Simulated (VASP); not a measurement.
# LiCl (Fm-3m) in VASP: settings compared

One crystal, LiCl, is run at these levels: HSE03, PBE0; tasks: band structure.

Everything below comes from runs of VASP 6.6.1. Logs are shortened: lines on timing, memory, paths and dates and some standing lists are left out, and cuts for length are marked.

## 1. Starting point

It takes space group Fm-3m (No. 225, cubic). Conventional cell: a = 5.130 Å, b = 5.130 Å, c = 5.130 Å, α = 90.00°, β = 90.00°, γ = 90.00°. Around Cl (site symmetry m-3m) lie 6 Li at 2.56 Å. Li (site symmetry m-3m) has 6 Cl at 2.56 Å as nearest neighbours.

## 2. Band structure, HSE03

The input, POSCAR:

```
LiCl
1.0
    0.0000000000      2.5647700000      2.5647700000
    2.5647700000      0.0000000000      2.5647700000
    2.5647700000      2.5647700000      0.0000000000
Cl Li
1 1
Direct
    0.5000000000      0.5000000000      0.5000000000
    0.0000000000      0.0000000000      0.0000000000
```

The input, INCAR.step1:

```
SYSTEM = LiCl
PREC = Accurate
ENCUT = 520
EDIFF = 1E-5
ISMEAR = 0
SIGMA = 0.02
LREAL = .False.
LASPH = .True.
NELM = 60
ALGO = Normal
ISIF = 2
LWAVE = .True.
LCHARG = .False.
GGA = PE
KPAR = 4
```

The input, INCAR.step2:

```
SYSTEM = LiCl
PREC = Accurate
ENCUT = 520
EDIFF = 1E-7
ISMEAR = 0
SIGMA = 0.02
LREAL = .False.
LASPH = .True.
NELM = 60
ALGO = Normal
ISIF = 2
LWAVE = .False.
LCHARG = .False.
GGA = PE
LHFCALC = .True.
HFSCREEN = 0.3
PRECFOCK = Fast
ISTART = 1
KPAR = 4
```

The input, KPOINTS:

```
Automatic mesh
0
Gamma
  6 6 6
  0 0 0
```

The input, KPOINTS_OPT:

```
path GXWKGLUWLK,UX
8
line-mode
reciprocal
 0.0000000000  0.0000000000  0.0000000000  G
 0.5000000000  0.0000000000  0.5000000000  X

 0.5000000000  0.0000000000  0.5000000000  X
 0.5000000000  0.2500000000  0.7500000000  W

 0.5000000000  0.2500000000  0.7500000000  W
 0.3750000000  0.3750000000  0.7500000000  K

 0.3750000000  0.3750000000  0.7500000000  K
 0.0000000000  0.0000000000  0.0000000000  G

 0.0000000000  0.0000000000  0.0000000000  G
 0.5000000000  0.5000000000  0.5000000000  L

 0.5000000000  0.5000000000  0.5000000000  L
 0.6250000000  0.2500000000  0.6250000000  U

 0.6250000000  0.2500000000  0.6250000000  U
 0.5000000000  0.2500000000  0.7500000000  W

 0.5000000000  0.2500000000  0.7500000000  W
 0.5000000000  0.5000000000  0.5000000000  L

 0.5000000000  0.5000000000  0.5000000000  L
 0.3750000000  0.3750000000  0.7500000000  K

 0.6250000000  0.2500000000  0.6250000000  U
 0.5000000000  0.0000000000  0.5000000000  X
```

Potentials or basis: VASP PAW PBE potentials, release 64 (Cl, Li_sv).

Command:

```sh
$ cat potpaw_PBE.64/Cl/POTCAR potpaw_PBE.64/Li_sv/POTCAR > POTCAR
$ cp INCAR.step1 INCAR
$ mpirun -np 4 vasp_std > vasp.out
$ cp INCAR.step2 INCAR
$ mpirun -np 4 vasp_std > vasp.out
```

OUTCAR:

```text
SYSTEM = LiCl
   PREC = Accurate
   ENCUT = 520
   EDIFF = 1E-7
   ISMEAR = 0
   LREAL = .False.
   LASPH = .True.
   NELM = 60
   ISIF = 2
   GGA = PE
   LHFCALC = .True.
   HFSCREEN = 0.3
   PRECFOCK = Fast
   ISTART = 1

 ion  position               nearest neighbor table
   1  0.500  0.500  0.500-   2 2.56   2 2.56   2 2.56   2 2.56   2 2.56   2 2.56
   2  0.000  0.000  0.000-   1 2.56   1 2.56   1 2.56   1 2.56   1 2.56   1 2.56

  LATTYP: Found a face centered cubic cell.
 ALAT       =     5.1295400000

  Lattice vectors:

 A1 = (   0.0000000000,   2.5647700000,   2.5647700000)
 A2 = (   2.5647700000,   0.0000000000,   2.5647700000)
 A3 = (   2.5647700000,   2.5647700000,   0.0000000000)

Analysis of symmetry for initial positions (statically):
=====================================================================
 Subroutine PRICEL returns:
 Original cell was already a primitive cell.

 Routine SETGRP: Setting up the symmetry group for a
 face centered cubic supercell.

 Subroutine GETGRP returns: Found 48 space group operations
 (whereof 48 operations were pure point group operations)
 out of a pool of 48 trial point group operations.

The static configuration has the point symmetry O_h .

Analysis of symmetry for dynamics (positions and initial velocities):
=====================================================================
 Subroutine PRICEL returns:
 Original cell was already a primitive cell.

 Routine SETGRP: Setting up the symmetry group for a
 face centered cubic supercell.

 Subroutine GETGRP returns: Found 48 space group operations
 (whereof 48 operations were pure point group operations)
 out of a pool of 48 trial point group operations.

The dynamic configuration has the point symmetry O_h .

 Subroutine INISYM returns: Found 48 space group operations
 (whereof 48 operations are pure point group operations),
 and found     1 'primitive' translations

----------------------------------------------------------------------------------------

                                     Primitive cell

  volume of cell :      33.7423

  direct lattice vectors                    reciprocal lattice vectors
     0.000000000  2.564770000  2.564770000    -0.194949255  0.194949255  0.194949255
     2.564770000  0.000000000  2.564770000     0.194949255 -0.194949255  0.194949255
     2.564770000  2.564770000  0.000000000     0.194949255  0.194949255 -0.194949255

  length of vectors
[... 86 lines left out ...]
   EMIN   =  10.00;   EMAX   =-10.00  energy-range for DOS
   EFERMI =   0.00;   METHOD = LEGACY
   ISMEAR =     0;   SIGMA  =   0.02  broadening in eV -4-tet -1-fermi 0-gaus
   EFERMI_NEDOS =   21; number of points for ismear=-14 and -15
   IALGO  =     38    algorithm
   IMIX   =      1    mixing-type and parameters
     AMIX     =   0.40;   BMIX     =  1.00
     AMIX_MAG =   1.60;   BMIX_MAG =  1.00
  volume/ion in A,a.u.               =      16.87       113.85
  Fermi-wavevector in a.u.,A,eV,Ry     =   1.091482  2.062601 16.209056  1.191332
  Thomas-Fermi vector in A             =   2.227728
   LORBIT       =      0    0 simple, 1 ext, 2 COOP (PROOUT), +10 PAW based schemes
   GGA     = PE    functional components
   LHFCALC =     T    Hartree Fock is set to
   PRECFOCK=fast      Normal, Fast or Accurate (Low or Medium for compatibility)
   ENCUT4O =  -1.0   cutoff for four orbital integrals eV
   NKREDX  =     1    reduce k-point grid by
   NKREDY  =     1    reduce k-point grid by
   NKREDZ  =     1    reduce k-point grid by
   AEXX    =    0.2500 exact exchange contribution
   HFSCREEN=    0.3000 screening length (either q_TF or 0.3 A-1)
   HFSCREENC=   0.3000 screening length for correlation (either q_TF or 0.3 A-1)
   ENCUTFOCK=  -1.0 apply spherical cutoff to Coloumb kernel
   IVDW    =     0    specifies the selected vdW correction
   LEPSILON=     F    determine dielectric tensor
   LRPA    =     F    only Hartree local field effects (RPA)
 non-spin polarized calculation
 Gauss-broadening in eV      SIGMA  =   0.02
  energy-cutoff  :      520.00
  volume of cell :       33.74
 maximum number of plane-waves:       934
  NGX = 16; NGY = 16; NGZ = 16

 number of electron      10.0000005 magnetization

 Free energy of the ion-electron system (eV)
  ---------------------------------------------------
  ext. energy  EPLUGINS =         0.00000000
  ---------------------------------------------------
  free energy    TOTEN  =        -8.28213494 eV

  energy without entropy =       -8.28213494  energy(sigma->0) =       -8.28213494

 E-fermi :  -0.0992     XC(G=0):  -7.4036

 val. band max:       -0.2347035014   @ k =   0.0000   0.0000   0.0000
 cond. band min:       7.2525370256   @ k =   0.0000   0.0000   0.0000
 fundamental gap:      7.4872405270
 Fermi energy:        -0.0992422896

 k-point     1 :       0.0000    0.0000    0.0000
  band No.  band energies     occupation
      1     -46.4687      2.00000
      2     -14.8471      2.00000
      3      -0.2347      2.00000
      4      -0.2347      2.00000
      5      -0.2347      2.00000
      6       7.2525      0.00000
      7      12.9559      0.00000
      8      12.9559      0.00000
      9      12.9559      0.00000
[... 169 lines left out ...]
 k-point    16 :      -0.3333    0.5000    0.1667
  band No.  band energies     occupation
      1     -46.4644      2.00000
      2     -13.9694      2.00000
      3      -2.9148      2.00000
      4      -1.9854      2.00000
      5      -1.3759      2.00000
      6       9.7044      0.00000
      7      10.3247      0.00000
      8      12.4390      0.00000
      9      12.5261      0.00000

------------------------ aborting loop because EDIFF is reached ----------------------------------------

  FORCE on cell =-STRESS in cart. coord.  units (eV):
  Direction    XX          YY          ZZ          XY          YZ          ZX
  --------------------------------------------------------------------------------------
  -------------------------------------------------------------------------------------
  Total       -0.0657240     -0.0657240     -0.0657240     -0.0000000      0.0000000      0.0000000
  in kB       -3.1207533     -3.1207533     -3.1207533     -0.0000000      0.0000000      0.0000000
  external PRESSURE =      -3.1207533 kB  Pullay stress =       0.0000000 kB

 VOLUME and BASIS-vectors are now :
 -----------------------------------------------------------------------------
  energy-cutoff  :      520.00
  volume of cell :       33.74
      direct lattice vectors                 reciprocal lattice vectors
     0.000000000  2.564770000  2.564770000    -0.194949255  0.194949255  0.194949255
     2.564770000  0.000000000  2.564770000     0.194949255 -0.194949255  0.194949255
     2.564770000  2.564770000  0.000000000     0.194949255  0.194949255 -0.194949255

 POSITION                                       TOTAL-FORCE (eV/Angst)
 -----------------------------------------------------------------------------------
      2.56477      2.56477      2.56477         0.000000     -0.000000     -0.000000
      0.00000      0.00000      0.00000        -0.000000      0.000000      0.000000
 -----------------------------------------------------------------------------------
    total drift:                                0.000001      0.000001      0.000001

  FREE ENERGIE OF THE ION-ELECTRON SYSTEM (eV)
  ---------------------------------------------------
  free  energy   TOTEN  =        -8.2821349411 eV

  energy  without entropy=       -8.2821349411  energy(sigma->0) =       -8.28213494
```

OUTCAR.step1:

```text
SYSTEM = LiCl
   PREC = Accurate
   ENCUT = 520
   EDIFF = 1E-5
   ISMEAR = 0
   LREAL = .False.
   LASPH = .True.
[... 403 lines left out ...]
      2.56477      2.56477      2.56477         0.000000      0.000000      0.000000
      0.00000      0.00000      0.00000        -0.000000     -0.000000     -0.000000
 -----------------------------------------------------------------------------------
    total drift:                                0.000000      0.000000      0.000000

  FREE ENERGIE OF THE ION-ELECTRON SYSTEM (eV)
  ---------------------------------------------------
  free  energy   TOTEN  =        -7.3855995115 eV

  energy  without entropy=       -7.3855995115  energy(sigma->0) =       -7.38559951
```

OSZICAR.step1:

```text
N       E                     dE             d eps       ncg     rms          rms(c)
DAV:   1     0.437862547301E+02    0.43786E+02   -0.42809E+03   288   0.100E+03
DAV:   2    -0.553467634498E+01   -0.49321E+02   -0.48215E+02   394   0.162E+02
DAV:   3    -0.741882600858E+01   -0.18841E+01   -0.18825E+01   362   0.373E+01
DAV:   4    -0.745022641650E+01   -0.31400E-01   -0.31369E-01   441   0.496E+00
DAV:   5    -0.745037636060E+01   -0.14994E-03   -0.14994E-03   343   0.380E-01    0.238E+00
DAV:   6    -0.737948087415E+01    0.70895E-01   -0.17384E-01   310   0.243E+00    0.172E+00
DAV:   7    -0.738119696640E+01   -0.17161E-02   -0.58329E-02   413   0.157E+00    0.921E-01
DAV:   8    -0.738553852405E+01   -0.43416E-02   -0.89307E-03   324   0.793E-01    0.136E-01
DAV:   9    -0.738553151852E+01    0.70055E-05   -0.34020E-04   360   0.161E-01    0.407E-02
DAV:  10    -0.738559289506E+01   -0.61377E-04   -0.11100E-04   318   0.962E-02    0.188E-02
DAV:  11    -0.738559951154E+01   -0.66165E-05   -0.43505E-06   218   0.216E-02
   1 F= -.73855995E+01 E0= -.73855995E+01  d E =-.283431E-26
```

Run time: 2.2 min. Hardware: 4 MPI ranks of Intel Xeon Platinum 8488C (Sapphire Rapids), shared host; peak memory 0.27 GiB.

Results:

```
Free energy             : -8.2821 eV
Band gap on the k mesh  : 7.49 eV, direct
Band gap along the path : 7.49 eV, direct
```

Levels at the corners of the path, in eV from the valence-band top:
```
point  band 2  band 3  band 4  band 5  band 6  band 7  band 8  band 9
    Γ  -14.61    0.00    0.00    0.00    7.49   13.19   13.19   13.19
    X  -13.73   -3.07   -1.18   -1.18    9.04    9.37   13.86   15.57
    X  -13.73   -3.07   -1.18   -1.18    9.04    9.37   13.86   15.57
    W  -13.74   -2.25   -2.25   -1.13   10.79   11.42   11.68   11.68
    W  -13.74   -2.25   -2.25   -1.13   10.79   11.42   11.68   11.68
    K  -13.76   -2.63   -1.89   -0.88    9.23   11.16   12.78   13.10
    K  -13.76   -2.63   -1.89   -0.88    9.23   11.16   12.78   13.10
    Γ  -14.61    0.00    0.00    0.00    7.49   13.19   13.19   13.19
    Γ  -14.61    0.00    0.00    0.00    7.49   13.19   13.19   13.19
    L  -13.99   -3.01   -0.28   -0.28    7.87   10.73   10.73   14.43
    L  -13.99   -3.01   -0.28   -0.28    7.87   10.73   10.73   14.43
    U  -13.76   -2.63   -1.89   -0.88    9.23   11.16   12.78   13.10
    U  -13.76   -2.63   -1.89   -0.88    9.23   11.16   12.78   13.10
    W  -13.74   -2.25   -2.25   -1.13   10.79   11.42   11.68   11.68
    W  -13.74   -2.25   -2.25   -1.13   10.79   11.42   11.68   11.68
    L  -13.99   -3.01   -0.28   -0.28    7.87   10.73   10.73   14.43
    L  -13.99   -3.01   -0.28   -0.28    7.87   10.73   10.73   14.43
    K  -13.76   -2.63   -1.89   -0.88    9.23   11.16   12.78   13.10
    U  -13.76   -2.63   -1.89   -0.88    9.23   11.16   12.78   13.10
    X  -13.73   -3.07   -1.18   -1.18    9.04    9.37   13.86   15.57
```

Caveat: the cutoff is under 1.25 times the usual one of these potentials, so pressure, stress and relaxed cells hold a basis-set (Pulay) error; the PAW data sets were made with another functional, which shifts forces and pressure a little.

(Continued in part 2 of 2.)
